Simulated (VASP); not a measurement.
# CdTe in VASP: notebook, part 3 of 3

VASP 6.6.1. The steps go on from the part before.

## Step 4: Relaxation of the atoms, HSE06+TS

Input file POSCAR:

```
CdTe
3.038
    1.000000000000      0.000000000000      0.000000000000
    0.000000000000      1.000000000000      0.000000000000
    0.000000000000      0.000000000000     10.391705069124
Cd Te
1 1
Direct
    0.0000000000      0.0000000000      0.2383800000
    0.5000000000      0.5000000000      0.3317800000
```

Input file INCAR.step1:

```
ALGO = Normal ; DIPOL = 0.5 0.5 0.285
EDIFF = 1E-5 ; ENCUT = 520
GGA = PE ; IDIPOL = 3
ISMEAR = -1 ; LASPH = True
LCHARG = False ; LDIPOL = True
LREAL = False ; LWAVE = True
NELM = 60 ; PREC = Accurate
SIGMA = 0.05
```

Input file INCAR.step2:

```
ALGO = Normal ; DIPOL = 0.5 0.5 0.285
EDIFF = 1E-7 ; EDIFFG = -0.01
ENCUT = 520 ; GGA = PE
HFSCREEN = 0.2 ; IBRION = 2
IDIPOL = 3 ; ISIF = 2
ISMEAR = -1 ; ISTART = 1
IVDW = 2 ; LASPH = True
LCHARG = False ; LDIPOL = True
LHFCALC = True ; LREAL = False
LWAVE = False ; NELM = 60
NSW = 60 ; PREC = Accurate
PRECFOCK = Fast ; SIGMA = 0.05
```

Input file KPOINTS:

```
k-points
0
Gamma
  5 5 1
```

Potentials or basis: VASP PAW PBE potentials, release 64 (Cd, Te).

Run with:

```console
> cat potpaw_PBE.64/Cd/POTCAR potpaw_PBE.64/Te/POTCAR > POTCAR
> cp INCAR.step1 INCAR
> mpirun -np 1 vasp_std > vasp.out
> cp INCAR.step2 INCAR
> mpirun -np 1 vasp_std > vasp.out
```

OUTCAR:

```text
EDIFF = 1E-7
   EDIFFG = -0.01
   ENCUT = 520
   GGA = PE
   HFSCREEN = 0.2
   IBRION = 2
   ISIF = 2
   ISMEAR = -1
   ISTART = 1
   IVDW = 2
   LASPH = True
   LHFCALC = True
   LREAL = False
   NELM = 60
   NSW = 60
   PREC = Accurate
   PRECFOCK = Fast
  IVDW =   2

 ion  position               nearest neighbor table
   1  0.000  0.000  0.238-   2 3.65   2 3.65   2 3.65   2 3.65
   2  0.500  0.500  0.332-   1 3.65   1 3.65   1 3.65   1 3.65

  LATTYP: Found a simple tetragonal cell.
 ALAT       =     3.0380000000
 C/A-ratio  =    10.3917050691

  Lattice vectors:

 A1 = (   3.0380000000,   0.0000000000,   0.0000000000)
 A2 = (   0.0000000000,   3.0380000000,   0.0000000000)
 A3 = (   0.0000000000,   0.0000000000,  31.5700000000)

Analysis of symmetry for initial positions (statically):
=====================================================================
 Subroutine PRICEL returns:
 Original cell was already a primitive cell.

 Routine SETGRP: Setting up the symmetry group for a
 simple tetragonal supercell.

 Subroutine GETGRP returns: Found  8 space group operations
 (whereof  8 operations were pure point group operations)
 out of a pool of 16 trial point group operations.

The static configuration has the point symmetry C_4v.

Analysis of symmetry for dynamics (positions and initial velocities):
[... 317 lines left out ...]

 number of electron      17.9999992 magnetization

 dipolmoment           0.000000      0.000000      0.073942 electrons x Angstroem

 Free energy of the ion-electron system (eV)
  ---------------------------------------------------
  ext. energy  EPLUGINS =         0.00000000
  ---------------------------------------------------
  free energy    TOTEN  =        -4.28391083 eV

  energy without entropy =       -4.27487537  energy(sigma->0) =       -4.27939310

 E-fermi :  -2.9447     XC(G=0):  -2.0147

 val. band max:       -3.3657115850   @ k =   0.4000   0.4000   0.0000
 cond. band min:      -2.8898184089   @ k =   0.2000   0.2000   0.0000
 fundamental gap:      0.4758931761
 Fermi energy:        -2.9446892078

 k-point     1 :       0.0000    0.0000    0.0000
  band No.  band energies     occupation
      1     -17.3547      2.00000
      2     -13.7315      2.00000
      3     -13.3884      2.00000
      4     -12.7393      2.00000
      5     -12.7393      2.00000
      6     -12.5379      2.00000
      7      -9.2663      2.00000
      8      -6.4949      2.00000
      9      -1.4216      0.00000
     10       0.5986      0.00000
     11       0.5986      0.00000
     12       0.9650      0.00000
     13       1.3972      0.00000
[... 68 lines left out ...]
      2     -13.1548      2.00000
      3     -13.1050      2.00000
      4     -12.8174      2.00000
      5     -12.7360      2.00000
      6     -12.3592      2.00000
      7      -6.7260      2.00000
      8      -6.3308      2.00000
      9      -3.3657      1.99956
     10      -1.9724      0.00000
     11       0.6950      0.00000
     12       1.4179      0.00000
     13       3.1013      0.00000

------------------------ aborting loop because EDIFF is reached ----------------------------------------

 vacuum level on the upper side and lower side of the slab       (xc-potential included)         0.666        -0.756

  Hirshfeld charges:
            ion         q(e)
   ------------------------------
      1     Cd       0.06510530
      2     Te      -0.06510530

  Tkatchenko/Scheffler method for vdW energy calculation

  Number of pair interactions contributing to vdW energy:    5596

  Edisp (eV):   -0.29537
[... 25 lines left out ...]
  FREE ENERGIE OF THE ION-ELECTRON SYSTEM (eV)
  ---------------------------------------------------
  free  energy   TOTEN  =        -4.5792787373 eV

  energy  without entropy=       -4.5702432811  energy(sigma->0) =       -4.57476101

 reached required accuracy - stopping structural energy minimisation

 vacuum level on the upper side and lower side of the slab         2.438         1.001
```

OUTCAR.step1:

```text
EDIFF = 1E-5
   ENCUT = 520
   GGA = PE
   ISMEAR = -1
   LASPH = True
   LREAL = False
   NELM = 60
   PREC = Accurate

[... 300 lines left out ...]
      0.00000      0.00000      7.52566         0.000000      0.000000     -0.172767
      1.51900      1.51900     10.47429        -0.000000     -0.000000      0.172767
 -----------------------------------------------------------------------------------
    total drift:                                0.000000      0.000000     -0.000147

  FREE ENERGIE OF THE ION-ELECTRON SYSTEM (eV)
  ---------------------------------------------------
  free  energy   TOTEN  =        -3.3773864186 eV

  energy  without entropy=       -3.3546432707  energy(sigma->0) =       -3.36601484

 vacuum level on the upper side and lower side of the slab         2.133         1.120
```

OSZICAR.step1:

```text
N       E                     dE             d eps       ncg     rms          rms(c)
DAV:   1     0.138729787113E+03    0.13873E+03   -0.55711E+03   156   0.951E+02
DAV:   2     0.711125517597E+01   -0.13162E+03   -0.12292E+03   219   0.211E+02
DAV:   3    -0.331632022994E+01   -0.10428E+02   -0.10373E+02   166   0.781E+01
DAV:   4    -0.350698677575E+01   -0.19067E+00   -0.19064E+00   246   0.993E+00
DAV:   5    -0.351018544950E+01   -0.31987E-02   -0.31986E-02   200   0.101E+00    0.748E+00
DAV:   6    -0.343105945132E+01    0.79126E-01   -0.10683E+00   201   0.653E+00    0.309E+00
DAV:   7    -0.340515664245E+01    0.25903E-01   -0.63409E-01   194   0.408E+00    0.300E+00
DAV:   8    -0.337872933257E+01    0.26427E-01   -0.16874E-01   201   0.215E+00    0.748E-01
DAV:   9    -0.337725203017E+01    0.14773E-02   -0.13706E-02   181   0.857E-01    0.896E-02
DAV:  10    -0.337731486945E+01   -0.62839E-04   -0.11179E-03   191   0.171E-01    0.771E-02
DAV:  11    -0.337733982936E+01   -0.24960E-04   -0.45426E-05   218   0.386E-02    0.604E-02
DAV:  12    -0.337737974382E+01   -0.39914E-04   -0.70444E-05   191   0.551E-02    0.108E-02
DAV:  13    -0.337738641861E+01   -0.66748E-05   -0.35971E-06   138   0.162E-02
   1 F= -.33773864E+01 E0= -.33660148E+01  d E =-.227431E-01
```

It took 54 min on 1 thread of AMD EPYC 7R13 (Zen 3), shared host; peak memory 0.48 GiB.

What came out:

```
Free energy                : -4.5793 eV
Energy gained by relaxing  : 15.8 meV/atom
Ionic steps                : 5
Band gap on the k mesh     : none (metal or under the smearing width)
Hirshfeld charges          : Cd +0.07; Te -0.07 e
Dispersion energy per atom : -0.148 eV
```

Forces on the atoms (eV/Å):
```
Cd   0.000  0.000 -0.003
Te   0.000  0.000  0.003
```

The path:
| step | energy change (eV) | largest force (eV/Å) | pressure (GPa) |
| --- | --- | --- | --- |
| 1 | 0.0000 | 0.2590 | -0.18 |
| 2 | -0.0061 | 0.2311 | -0.21 |
| 3 | -0.0202 | 0.1470 | -0.28 |
| 4 | -0.0315 | 0.0139 | -0.40 |
| 5 | -0.0317 | 0.0029 | -0.41 |

Final structure:
```
Cd Te
1.0
     3.03800    0.00000    0.00000
     0.00000    3.03800    0.00000
     0.00000    0.00000   31.57000
Cd Te
1 1
Cartesian
  0.0000 0.0000 7.3929
  1.5190 1.5190 10.6071
```

Levels at points of the mesh, in eV from the Fermi level:
| k point | band 6 | band 7 | band 8 | band 9 | band 10 | band 11 | band 12 | band 13 |
| --- | --- | --- | --- | --- | --- | --- | --- | --- |
| (0.00, 0.00, 0.00) | -9.59 | -6.32 | -3.55 | 1.52 | 3.54 | 3.54 | 3.91 | 4.34 |

Caveat: the k mesh is coarse (spacing up to 0.41 Å⁻¹), so the values aren't converged, least of all with exact exchange; atom-pairwise D2, TS and ULG terms overbind metals; the PAW data sets were made with another functional, which shifts forces and pressure a little. Spin-orbit coupling is left out, which matters for the levels of Te.

## Step 5: The reference run

An earlier run on the cell as given: functional PBE; potentials or basis VASP PAW PBE potentials, release 64 (Cd, Te); cutoff 520 eV; k mesh 9 × 9 × 1; occupations fermi-dirac, width 0.05 eV; no spin polarisation.

- Largest force: 0.111 eV/Å
- Band gap on the k mesh: none (metal or under the smearing width)

## Step 6: Overview

| task | level | cell | k mesh | smearing | atoms held fixed (from 0) | grid for exact exchange (PRECFOCK) | screening parameter | mesh quality | gap on the mesh (eV) |
| --- | --- | --- | --- | --- | --- | --- | --- | --- | --- |
| relaxation of the atoms | PBE | atoms relaxed | 9 × 9 × 1 | gaussian 0.05 eV | [0] | - | - | not flagged | none |
| relaxation of the atoms | PBE+D4 | atoms relaxed | 9 × 9 × 1 | gaussian 0.05 eV | [0] | - | - | not flagged | none |
| relaxation of the atoms | HSE06+TS | atoms relaxed | 5 × 5 × 1 | fermi-dirac 0.05 eV | - | Fast | 0.2 1/A | coarse | none |
| single point | PBE | as given | 9 × 9 × 1 | fermi-dirac 0.05 eV | - | - | - | not flagged | none |

Alike in all rows: potentials or basis VASP PAW PBE potentials, release 64 (Cd, Te); no spin polarisation; cutoff (eV) 520.

Caveats: some runs use coarse meshes; atom-pairwise D2, TS and ULG terms overbind metals (some runs); the PAW data sets were made with another functional, which shifts forces and pressure a little (some runs).

Total energies depend on the potentials used, so only differences within one code and one set of settings carry meaning.
